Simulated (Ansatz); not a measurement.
CrO2:

```
Cr O
1.0
     4.47134    0.00000    0.00000
     0.00000    4.47134    0.00000
     0.00000    0.00000    2.99518
Cr O
2 4
Direct
  0.50000 0.00000 0.76155
  0.00000 0.50000 0.23845
  0.79829 0.70171 0.74638
  0.20171 0.29829 0.74638
  0.29829 0.79829 0.25362
  0.70171 0.20171 0.25362
```

The cell is a database's computed one.

* Program: Ansatz 0.2.0
* Task: single point
* Functional: PBE
* Potentials or basis: Ansatz PAW
* Cutoff: 420 eV (not typed: the program's choice for these potentials)
* k mesh: 6 × 6 × 9
* Occupations: fermi-dirac, width 0.05 eV
* Spin: collinear spin, ferromagnetic start
* Starting moments: [3.0, 3.0, 0.0, 0.0, 0.0, 0.0] μB

On this cell: pressure -9.0 GPa; largest force 0.606 eV/Å; net moment 4.00 μB per cell; site moments Cr +1.76; O -0.09 μB; band gap on the k mesh none (metal or under the smearing width).

The same run follows on a disturbed copy (atoms moved at random, drawn with an rms of 0.05 Å):

```
Cr O
1.0
     4.47134    0.00000    0.00000
     0.00000    4.47134    0.00000
     0.00000    0.00000    2.99518
Cr O
2 4
Direct
  0.50545 0.00611 0.75835
  0.99281 0.49513 0.23272
  0.79460 0.69755 0.74513
  0.20854 0.29837 0.75706
  0.29519 0.80632 0.23273
  0.70871 0.19669 0.27583
```

Task: What does the disturbed cell give?

Result: The energy (extrapolated to zero smearing) moves by +16.9 meV/atom; pressure -8.2 GPa; largest force 1.094 eV/Å; net moment 4.00 μB per cell; site moments Cr +1.72, +1.75; O -0.08, -0.09 μB; band gap on the k mesh none (metal or under the smearing width).

Forces on the atoms (eV/Å):
```
Cr  -0.659 -0.686  0.164
Cr   0.829  0.622  0.352
O    0.465 -0.508  0.068
O   -0.658  0.672 -0.253
O    0.440  0.178  0.467
O   -0.417 -0.278 -0.797
```

Stress tensor (GPa, compression positive):
```
 -7.11   0.13  -0.99
  0.13  -5.36  -0.70
 -0.99  -0.70 -12.27
```

Caveats: semilocal functionals often make such compounds metallic where correlation or magnetic order opens a gap, which also shifts bond lengths; only a ferromagnetic start was run, and an antiferromagnetic order may lie lower in energy.
